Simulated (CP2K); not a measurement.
# Nb (Fm-3m) in CP2K: further runs

The runs below take Nb through single point, equation of state, with PBEsol.

All numbers are computed with CP2K 2026.2; they aren't measurements. Logs are shortened: lines on timing, memory, paths and dates and some standing lists are left out, and cuts for length are marked.

## 1. Starting point

The structure is cubic, space group Fm-3m (No. 225). Conventional cell: a = 4.230 Å, b = 4.230 Å, c = 4.230 Å, α = 90.00°, β = 90.00°, γ = 90.00°. Around Nb (site symmetry m-3m) lie 12 Nb at 2.99 Å.

This isn't the form of Nb at room conditions, which is bcc.

## 2. Single point, PBEsol, 18.92 Å³/atom

nb_eos.inp reads:

```
&GLOBAL
  PROJECT nb_eos
  RUN_TYPE ENERGY_FORCE
  PRINT_LEVEL LOW
&END GLOBAL
&FORCE_EVAL
  METHOD QS
  STRESS_TENSOR ANALYTICAL
  &DFT
    BASIS_SET_FILE_NAME BASIS_MOLOPT_UZH
    POTENTIAL_FILE_NAME POTENTIAL_UZH
    &MGRID
      CUTOFF 450
      REL_CUTOFF 60
      NGRIDS 4
    &END MGRID
    &QS
      METHOD GPW
      EPS_DEFAULT 1.0E-9
    &END QS
    &KPOINTS
      SCHEME MONKHORST-PACK 11 11 11
      GAMMA_CENTERED T
      SYMMETRY T
      SYMMETRY_BACKEND SPGLIB
    &END KPOINTS
    &SCF
      SCF_GUESS ATOMIC
      EPS_SCF 1.0E-6
      MAX_SCF 100
      ADDED_MOS 11
      CHOLESKY OFF
      EPS_EIGVAL 1.0E-7
      &DIAGONALIZATION ON
        ALGORITHM STANDARD
      &END DIAGONALIZATION
      &MIXING ON
        METHOD BROYDEN_MIXING
        ALPHA 0.4
        BETA 1.5
        NBUFFER 8
      &END MIXING
      &SMEAR ON
        METHOD FERMI_DIRAC
        ELECTRONIC_TEMPERATURE [K] 580.226
      &END SMEAR
    &END SCF
    &XC
      &XC_FUNCTIONAL
        &GGA_X_PBE_SOL
        &END GGA_X_PBE_SOL
        &GGA_C_PBE_SOL
        &END GGA_C_PBE_SOL
      &END XC_FUNCTIONAL
    &END XC
    &PRINT
      &KPOINTS ON
      &END KPOINTS
      &MULLIKEN ON
      &END MULLIKEN
      &MO ON
        ENERGIES T
        OCCUPATION_NUMBERS T
        &EACH
          QS_SCF 0
        &END EACH
        ADD_LAST NUMERIC
      &END MO
    &END PRINT
  &END DFT
  &SUBSYS
    &CELL
      A 2.9910616844 0.0000000000 0.0000000000
      B 1.4955308422 2.5903354030 0.0000000000
      C 1.4955308422 0.8634451343 2.4421916387
      PERIODIC XYZ
    &END CELL
    &COORD
      SCALED
      Nb  0.0000000000 0.0000000000 0.0000000000
    &END COORD
    &KIND Nb
      BASIS_SET TZVP-MOLOPT-PBE-GTH-q13
      POTENTIAL GTH-PBE-q13
    &END KIND
    &PRINT
      &ATOMIC_COORDINATES ON
      &END ATOMIC_COORDINATES
      &CELL ON
      &END CELL
    &END PRINT
  &END SUBSYS
  &PRINT
    &FORCES ON
    &END FORCES
    &STRESS_TENSOR ON
    &END STRESS_TENSOR
  &END PRINT
&END FORCE_EVAL
```

Potentials or basis: POTENTIAL_UZH Nb GTH-PBE-q13; TZVP-MOLOPT-PBE-GTH basis.

The run is started by

```
OMP_NUM_THREADS=1 cp2k.psmp -i nb_eos.inp -o nb_eos.out
```

nb_eos.out:

```text

 CP2K| version string:                                       CP2K version 2026.2
 CP2K| Input file name                                                nb_eos.inp

 GLOBAL| Force Environment number                                              1
 GLOBAL| Basis set file name                                    BASIS_MOLOPT_UZH
 GLOBAL| Potential file name                                       POTENTIAL_UZH
 GLOBAL| MM Potential file name                                     MM_POTENTIAL
 GLOBAL| Coordinate file name                                      __STD_INPUT__
 GLOBAL| Method name                                                        CP2K
 GLOBAL| Project name                                                     nb_eos
 GLOBAL| Run type                                                   ENERGY_FORCE
 GLOBAL| FFT library                                                       FFTW3
[... 6 lines left out ...]
 GLOBAL| Total number of message passing processes                             1
 GLOBAL| Number of threads for this process                                    1
 GLOBAL| CPU model name           Intel(R) Xeon(R) Platinum 8259CL CPU @ 2.50GHz

 CELL| Volume [angstrom^3]:                                            18.921742
 CELL| Vector a [angstrom]:       2.991     0.000     0.000   |a| =     2.991062
 CELL| Vector b [angstrom]:       1.496     2.590     0.000   |b| =     2.991062
 CELL| Vector c [angstrom]:       1.496     0.863     2.442   |c| =     2.991062
 CELL| Angle (b,c), alpha [degree]:                                    60.000000
 CELL| Angle (a,c), beta  [degree]:                                    60.000000
 CELL| Angle (a,b), gamma [degree]:                                    60.000000
 CELL| Numerically orthorhombic:                                              NO
 CELL| Periodicity                                                           XYZ

 CELL_REF| Volume [angstrom^3]:                                        18.921742
 CELL_REF| Vector a [angstrom     2.991     0.000     0.000   |a| =     2.991062
 CELL_REF| Vector b [angstrom     1.496     2.590     0.000   |b| =     2.991062
 CELL_REF| Vector c [angstrom     1.496     0.863     2.442   |c| =     2.991062
 CELL_REF| Angle (b,c), alpha [degree]:                                60.000000
 CELL_REF| Angle (a,c), beta  [degree]:                                60.000000
 CELL_REF| Angle (a,b), gamma [degree]:                                60.000000
 CELL_REF| Numerically orthorhombic:                                          NO
 CELL_REF| Periodicity                                                       XYZ
[... 9 lines left out ...]
 TOTAL NUMBERS AND MAXIMUM NUMBERS

  Total number of            - Atomic kinds:                                   1
                             - Atoms:                                          1
                             - Shell sets:                                     1
                             - Shells:                                        11
                             - Primitive Cartesian functions:                  6
                             - Cartesian basis functions:                     41
                             - Spherical basis functions:                     35

  Maximum angular momentum of- Orbital basis functions:                        3
                             - Local part of the GTH pseudopotential:          2
                             - Non-local part of the GTH pseudopotential:      4

 MODULE QUICKSTEP: ATOMIC COORDINATES IN ANGSTROM

   Atom Kind Element         X             Y             Z       Z(eff)     Mass
      1    1 Nb   41      0.000000      0.000000      0.000000  13.0000  92.9064

 SCF PARAMETERS         Density guess:                                    ATOMIC
                        --------------------------------------------------------
                        max_scf:                                             100
[... 7 lines left out ...]
                        --------------------------------------------------------
                        level_shift [a.u.]:                             0.000000
                        added MOs                                        11    0
                        --------------------------------------------------------
                        Mixing method:                            BROYDEN_MIXING
                                                charge density mixing in g-space
                        --------------------------------------------------------
                        Smear method:                                FERMI_DIRAC
                        Electronic temperature [K]:                        580.2
                        Electronic temperature [a.u.]:                  1.84E-03
                        Accuracy threshold:                             1.00E-10
[... 36 lines left out ...]

 SCF WAVEFUNCTION OPTIMIZATION

  Step     Update method      Time    Convergence         Total energy    Change
  ------------------------------------------------------------------------------
     1 NoMix/Diag. 0.40E+00   11.0     0.66955440       -56.7830966051 -5.68E+01
     2 Broy./Diag. 0.40E+00    8.2     0.04201807       -57.5872759711 -8.04E-01
     3 Broy./Diag. 0.40E+00    9.2     0.08768501       -56.9680438042  6.19E-01
     4 Broy./Diag. 0.40E+00    8.6     0.01274120       -56.5209037056  4.47E-01
     5 Broy./Diag. 0.40E+00    8.1     0.00235731       -56.5490832189 -2.82E-02
     6 Broy./Diag. 0.40E+00    7.8     0.00108859       -56.5412430784  7.84E-03
     7 Broy./Diag. 0.40E+00    7.9     0.00017789       -56.5416006213 -3.58E-04
     8 Broy./Diag. 0.40E+00    7.8     0.00013410       -56.5402585950  1.34E-03
     9 Broy./Diag. 0.40E+00    7.7     0.00001209       -56.5402889464 -3.04E-05
    10 Broy./Diag. 0.40E+00    8.3     0.00000779       -56.5402622259  2.67E-05
    11 Broy./Diag. 0.40E+00    8.0     0.00000066       -56.5402754955 -1.33E-05

  *** SCF run converged in    11 steps ***

  Electronic density on regular grids:        -12.9999999967        0.0000000033
  Core density on regular grids:               12.9999999913       -0.0000000087
  Total charge density on r-space grids:       -0.0000000054
  Total charge density g-space grids:          -0.0000000054

  Overlap energy of the core charge distribution:               0.00000000000000
  Self energy of the core charge distribution:               -103.20408107975094
  Core Hamiltonian energy:                                     23.34619951970496
  Hartree energy:                                              30.06039794683359
  Exchange-correlation energy:                                 -6.74236154198112
  Electronic entropic energy:                                  -0.00043034049821
  Fermi energy:                                                 0.50725340952787

  Total energy:                                               -56.54027549546483
  Total energy (extrapolated to T->0):                        -56.54006032521572

 MO| EIGENVALUES AND OCCUPATION NUMBERS FOR K POINT 1
 MO|
 MO|  Index      Eigenvalue [a.u.]        Eigenvalue [eV]             Occupation
 MO|      1              -1.491537             -40.586784               2.000000
 MO|      2              -0.641292             -17.450442               2.000000
 MO|      3              -0.602383             -16.391665               2.000000
 MO|      4              -0.602383             -16.391663               2.000000
 MO|      5               0.364165               9.909436               2.000000
 MO|      6               0.503491              13.700691               1.771393
[... 10 lines left out ...]
 MO|     17               1.629052              44.328758               0.000000
 MO|     18               1.761781              47.940504               0.000000
 MO| Sum:                                                              13.542776
 MO| E(Fermi):            0.507253 a.u.         13.803067 eV
[... 289 lines left out ...]
 MO| EIGENVALUES AND OCCUPATION NUMBERS FOR K POINT 14
 MO|
 MO|  Index      Eigenvalue [a.u.]        Eigenvalue [eV]             Occupation
 MO|      1              -1.491321             -40.580906               2.000000
 MO|      2              -0.630460             -17.155676               2.000000
 MO|      3              -0.611713             -16.645553               2.000000
 MO|      4              -0.606176             -16.494889               2.000000
 MO|      5               0.399913              10.882198               2.000000
 MO|      6               0.435262              11.844085               2.000000
[... 10 lines left out ...]
 MO|     17               1.588770              43.232625               0.000000
 MO|     18               1.704471              46.381004               0.000000
 MO| Sum:                                                              13.999851
 MO| E(Fermi):            0.507253 a.u.         13.803067 eV

 [... the levels of further k-points ...]

 !-----------------------------------------------------------------------------!
                     Mulliken Population Analysis

 #  Atom  Element  Kind  Atomic population                           Net charge
       1     Nb       1         13.000000                             -0.000000
 # Total charge                             13.000000                 -0.000000

 !-----------------------------------------------------------------------------!

 ENERGY| Total FORCE_EVAL ( QS ) energy [hartree]            -56.540276887066213

 FORCES| Atomic forces [hartree/bohr]
 FORCES|   Atom     x               y               z               |f|
 FORCES|      1  2.72036531E-14  8.83044905E-15 -1.07532895E-13   1.11271466E-13
 FORCES| Sum     2.72036531E-14  8.83044905E-15 -1.07532895E-13
 FORCES| Total atomic force                                       1.11271466E-13

 STRESS| Analytical stress tensor [bar]
 STRESS|                        x                   y                   z
 STRESS|      x       -6.05407768134E+04  -1.14399563786E-01  -4.10093395320E-02
 STRESS|      y       -1.14399563786E-01  -6.05406336785E+04  -5.57019625166E-01
 STRESS|      z       -4.10093395320E-02  -5.57019625166E-01  -6.05413723437E+04
 STRESS| 1/3 Trace                                            -6.05409276118E+04
 STRESS| Determinant                                          -2.21894844938E+14

 STRESS| Eigenvectors and eigenvalues of the analytical stress tensor [bar]
 STRESS|                        1                   2                   3
 STRESS| Eigenvalues  -6.05416804117E+04  -6.05407824497E+04  -6.05403199741E+04
 STRESS|      x           0.099909536317      0.979004305201     -0.177675701635
 STRESS|      y           0.475912190834      0.109799095687      0.872612024443
 STRESS|      z           0.873799560064     -0.171740295170     -0.454950106986
```

Run time: 1.9 min. Hardware: 1 thread of Intel Xeon Platinum 8259CL at 2.50GHz (Skylake/Cascade Lake), shared host; peak memory 0.33 GiB.

Results:

* Free energy: -1538.5392 eV
* Pressure: -6.1 GPa
* Band gap on the k mesh: none (metal or under the smearing width)

Caveat: the potentials were made for another functional, which shifts forces and pressure; the basis of atomic orbitals isn't converged, which shifts pressures, moduli and gaps.

## 3. Single point, PBEsol, 18.54 Å³/atom (volume scaled by 0.98)

nb_eos.inp: that of step 2 with these lines changed.

```diff
@@ -11,2 +11,3 @@
     POTENTIAL_FILE_NAME POTENTIAL_UZH
+    WFN_RESTART_FILE_NAME previous-RESTART.kp
     &MGRID
@@ -27,3 +28,3 @@
     &SCF
-      SCF_GUESS ATOMIC
+      SCF_GUESS RESTART
       EPS_SCF 1.0E-6
@@ -72,5 +73,5 @@
     &CELL
-      A 2.9910616844 0.0000000000 0.0000000000
-      B 1.4955308422 2.5903354030 0.0000000000
-      C 1.4955308422 0.8634451343 2.4421916387
+      A 2.9709868400 0.0000000000 0.0000000000
+      B 1.4854934200 2.5729500778 0.0000000000
+      C 1.4854934200 0.8576500259 2.4258005969
       PERIODIC XYZ
```

Potentials or basis: POTENTIAL_UZH Nb GTH-PBE-q13; TZVP-MOLOPT-PBE-GTH basis.

The run is started by

```
OMP_NUM_THREADS=1 cp2k.psmp -i nb_eos.inp -o nb_eos.out
```

Wall time 95 s (1 thread of Intel Xeon Platinum 8259CL at 2.50GHz (Skylake/Cascade Lake), shared host); peak memory 0.33 GiB.

The run converged. Its results:

```
Free energy            : -1538.5497 eV
Pressure               : -2.8 GPa
Band gap on the k mesh : none (metal or under the smearing width)
```

Caveat: the potentials were made for another functional, which shifts forces and pressure; the basis of atomic orbitals isn't converged, which shifts pressures, moduli and gaps.

## 4. Single point, PBEsol, 19.30 Å³/atom (volume scaled by 1.02)

nb_eos.inp: that of step 3 with these lines changed.

```diff
@@ -73,5 +73,5 @@
     &CELL
-      A 2.9709868400 0.0000000000 0.0000000000
-      B 1.4854934200 2.5729500778 0.0000000000
-      C 1.4854934200 0.8576500259 2.4258005969
+      A 3.0108706172 0.0000000000 0.0000000000
+      B 1.5054353086 2.6074904420 0.0000000000
+      C 1.5054353086 0.8691634806 2.4583655646
       PERIODIC XYZ
```

The run is started by

```
OMP_NUM_THREADS=1 cp2k.psmp -i nb_eos.inp -o nb_eos.out
```

It took 93 s on 1 thread of Intel Xeon Platinum 8259CL at 2.50GHz (Skylake/Cascade Lake), shared host; peak memory 0.33 GiB.

The run converged. Its results:

```yaml
Free_energy: -1538.5214 eV
Pressure: -9.0 GPa
Band_gap_on_the_k_mesh: none (metal or under the smearing width)
```

Caveat: the potentials were made for another functional, which shifts forces and pressure; the basis of atomic orbitals isn't converged, which shifts pressures, moduli and gaps.

## 5. Single point, PBEsol, 18.16 Å³/atom (volume scaled by 0.96)

nb_eos.inp: that of step 4 with these lines changed.

```diff
@@ -73,5 +73,5 @@
     &CELL
-      A 3.0108706172 0.0000000000 0.0000000000
-      B 1.5054353086 2.6074904420 0.0000000000
-      C 1.5054353086 0.8691634806 2.4583655646
+      A 2.9506369765 0.0000000000 0.0000000000
+      B 1.4753184882 2.5553265790 0.0000000000
+      C 1.4753184882 0.8517755263 2.4091850029
       PERIODIC XYZ
```

The run is started by

```
OMP_NUM_THREADS=1 cp2k.psmp -i nb_eos.inp -o nb_eos.out
```

Run time: 98 s. Hardware: 1 thread of Intel Xeon Platinum 8259CL at 2.50GHz (Skylake/Cascade Lake), shared host; peak memory 0.33 GiB.

Results (log left out):

```
Free energy            : -1538.5523 eV
Pressure               : 0.7 GPa
Band gap on the k mesh : none (metal or under the smearing width)
```

Caveat: the potentials were made for another functional, which shifts forces and pressure; the basis of atomic orbitals isn't converged, which shifts pressures, moduli and gaps.

## 6. Single point, PBEsol, 19.68 Å³/atom (volume scaled by 1.04)

nb_eos.inp: that of step 5 with these lines changed.

```diff
@@ -73,5 +73,5 @@
     &CELL
-      A 2.9506369765 0.0000000000 0.0000000000
-      B 1.4753184882 2.5553265790 0.0000000000
-      C 1.4753184882 0.8517755263 2.4091850029
+      A 3.0304222730 0.0000000000 0.0000000000
+      B 1.5152111365 2.6244226726 0.0000000000
+      C 1.5152111365 0.8748075575 2.4743294247
       PERIODIC XYZ
```

Potentials or basis: POTENTIAL_UZH Nb GTH-PBE-q13; TZVP-MOLOPT-PBE-GTH basis.

The run is started by

```
OMP_NUM_THREADS=1 cp2k.psmp -i nb_eos.inp -o nb_eos.out
```

Wall time 95 s (1 thread of Intel Xeon Platinum 8259CL at 2.50GHz (Skylake/Cascade Lake), shared host); peak memory 0.32 GiB.

Results (log left out):

```yaml
Free_energy: -1538.4971 eV
Pressure: -11.6 GPa
Band_gap_on_the_k_mesh: none (metal or under the smearing width)
```

Caveat: the potentials were made for another functional, which shifts forces and pressure; the basis of atomic orbitals isn't converged, which shifts pressures, moduli and gaps.

## 7. Single point, PBEsol, 17.79 Å³/atom (volume scaled by 0.94)

nb_eos.inp: that of step 6 with these lines changed.

```diff
@@ -73,5 +73,5 @@
     &CELL
-      A 3.0304222730 0.0000000000 0.0000000000
-      B 1.5152111365 2.6244226726 0.0000000000
-      C 1.5152111365 0.8748075575 2.4743294247
+      A 2.9300024763 0.0000000000 0.0000000000
+      B 1.4650012382 2.5374565777 0.0000000000
+      C 1.4650012382 0.8458188592 2.3923370041
       PERIODIC XYZ
```

The run is started by

```
OMP_NUM_THREADS=1 cp2k.psmp -i nb_eos.inp -o nb_eos.out
```

It took 1.8 min on 1 thread of Intel Xeon Platinum 8259CL at 2.50GHz (Skylake/Cascade Lake), shared host; peak memory 0.33 GiB.

It converged, with:

```
Free energy            : -1538.5461 eV
Pressure               : 4.6 GPa
Band gap on the k mesh : none (metal or under the smearing width)
```

Caveat: the potentials were made for another functional, which shifts forces and pressure; the basis of atomic orbitals isn't converged, which shifts pressures, moduli and gaps.

## 8. Single point, PBEsol, 20.06 Å³/atom (volume scaled by 1.06)

nb_eos.inp: that of step 7 with these lines changed.

```diff
@@ -73,5 +73,5 @@
     &CELL
-      A 2.9300024763 0.0000000000 0.0000000000
-      B 1.4650012382 2.5374565777 0.0000000000
-      C 1.4650012382 0.8458188592 2.3923370041
+      A 3.0497248461 0.0000000000 0.0000000000
+      B 1.5248624230 2.6411391913 0.0000000000
+      C 1.5248624230 0.8803797304 2.4900899096
       PERIODIC XYZ
```

The run is started by

```
OMP_NUM_THREADS=1 cp2k.psmp -i nb_eos.inp -o nb_eos.out
```

Run time: 86 s. Hardware: 1 thread of Intel Xeon Platinum 8259CL at 2.50GHz (Skylake/Cascade Lake), shared host; peak memory 0.32 GiB.

Results (log left out):

```
Free energy            : -1538.4668 eV
Pressure               : -14.0 GPa
Band gap on the k mesh : none (metal or under the smearing width)
```

Caveat: the potentials were made for another functional, which shifts forces and pressure; the basis of atomic orbitals isn't converged, which shifts pressures, moduli and gaps.

## 9. Equation of state, PBEsol

Potentials or basis: POTENTIAL_UZH Nb GTH-PBE-q13; TZVP-MOLOPT-PBE-GTH basis.

No new run: the results of the series are fitted here.

What came out:

* Equilibrium volume: 18.24 Å³/atom
* Bulk modulus: 176 GPa
* Pressure derivative of the bulk modulus: 3.8

Energy against volume, from the lowest point:
```tsv
volume (Å³/atom)	energy (meV/atom)
17.786	6.19
18.165	0.00
18.543	2.59
18.922	13.15
19.300	30.95
19.679	55.25
20.057	85.50
```

Caveat: the potentials were made for another functional, which shifts forces and pressure; the basis of atomic orbitals isn't converged, which shifts pressures, moduli and gaps.
